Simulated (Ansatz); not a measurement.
**Lattice dynamics at Γ of PbO (wurtzite)**

Perturbation theory with PBEsol in the PAW code Ansatz on the PBEsol cell, ground state and force constants on a 6×6×4 mesh. All values are calculated for a non-magnetic cell, which may be hypothetical.

It is hexagonal, P6_3mc (No. 186); conventional cell a = 4.171 Å, c = 5.598 Å, 21.08 Å³ an atom. Around Pb lie 4 O at 2.34–2.45 Å; around O lie 4 Pb at 2.34–2.45 Å.

```cif
data_structure
_symmetry_space_group_name_H-M 'P 1'
_symmetry_Int_Tables_number 1
_cell_length_a 4.1708
_cell_length_b 4.1708
_cell_length_c 5.5983
_cell_angle_alpha 90.000
_cell_angle_beta 90.000
_cell_angle_gamma 120.000
_cell_volume 84.34
loop_
_atom_site_label
_atom_site_type_symbol
_atom_site_fract_x
_atom_site_fract_y
_atom_site_fract_z
_atom_site_occupancy
Pb1 Pb 0.33333 0.66667 0.97892 1
Pb2 Pb 0.66667 0.33333 0.47892 1
O1 O 0.33333 0.66667 0.39608 1
O2 O 0.66667 0.33333 0.89608 1
```

Optical modes without the longitudinal term:

| ω (cm⁻¹) | degeneracy | IR intensity, summed over the level ((D/Å)²/amu) |
| --- | --- | --- |
| 55 | 2 | 0.00 |
| 109 | 1 | 0.00 |
| 208 | 2 | 0.00 |
| 244 | 1 | 27.68 |
| 251 | 1 | 0.00 |
| 263 | 2 | 34.96 |

All optical modes at Γ are real, from 55 to 263 cm⁻¹ without the longitudinal term; this says nothing of other wave vectors. With the long-range field the highest mode reaches 387 cm⁻¹. By the program's warning the force constants, and with them frequencies and ε⁰, aren't converged on this mesh. Of the real levels 2 are infrared active, the strongest at 263 cm⁻¹.

The clamped-ion dielectric constant comes out as 7.38 along x and y, 7.73 along z. With the ions relaxed, ε⁰ is 13.8 along x and y, 19.5 along z. Born charges, averaged over directions: Pb +2.58, O -2.58 e.

For comparison, on the r2SCAN cell the mean ε∞ is 6.60 with r2SCAN (ground state on 6×6×4; least gap 1.95 eV), 7.14 with PBE (ground state on 6×6×4; least gap 1.79 eV).

Spin-orbit coupling is left out; in compounds of Pb, Bi, Tl or Hg it can lower a gap by up to about 1 eV, split its edges or invert the bands.
